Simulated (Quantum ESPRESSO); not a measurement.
# Te2Mo under changes of volume

One of the cells (133.495 Å³/atom); the others are scaled copies at fixed shape and fractional positions:

```
CELL_PARAMETERS angstrom
6.36161 0.00000 0.00000
0.00000 3.48040 0.00000
-0.08574 0.00000 36.17589
ATOMIC_POSITIONS crystal
Te 0.42925 0.75000 0.54070
Te 0.57075 0.25000 0.45930
Te 0.92085 0.25000 0.55653
Te 0.07915 0.75000 0.44347
Mo 0.18135 0.25000 0.49747
Mo 0.81865 0.75000 0.50253
```

```yaml
Program: Quantum ESPRESSO 7.5
Functional: PBE
Potentials_or_basis: SG15 PBE 1.2
Cutoff: 952 eV
Density_cutoff: 3810 eV
k_mesh: 2 × 3 × 1
Occupations: fermi-dirac, width 0.05 eV
Spin: no spin polarisation
```

| volume (Å³/atom) | energy over the lowest point (meV/atom) | largest force (eV/Å) |
| --- | --- | --- |
| 125.485 | 38.05 | 1.535 |
| 128.155 | 18.08 | 1.122 |
| 130.825 | 5.63 | 0.750 |
| 133.495 | 0.00 | 0.402 |
| 136.165 | 0.46 | 0.250 |
| 138.835 | ? | ? |
| 141.505 | 17.23 | 0.497 |

Question: What does the run at 138.835 Å³/atom give?

Answer: Energy over the lowest point 6.40 meV/atom; largest force 0.271 eV/Å.

Worked out: A Birch-Murnaghan fit of order 3 (a polynomial in V^(-2/3)) to the other rows has its minimum at 134.61 Å³/atom with B0 = V·E''(V) = 17.6 GPa and B' = 4.4 at fixed shape and positions, which overstates the stiffness. It gives 6.38 meV/atom at 138.835 Å³/atom, against the run's 6.40.

Energies are extrapolated to zero smearing.

Caveats: all runs use coarse meshes.
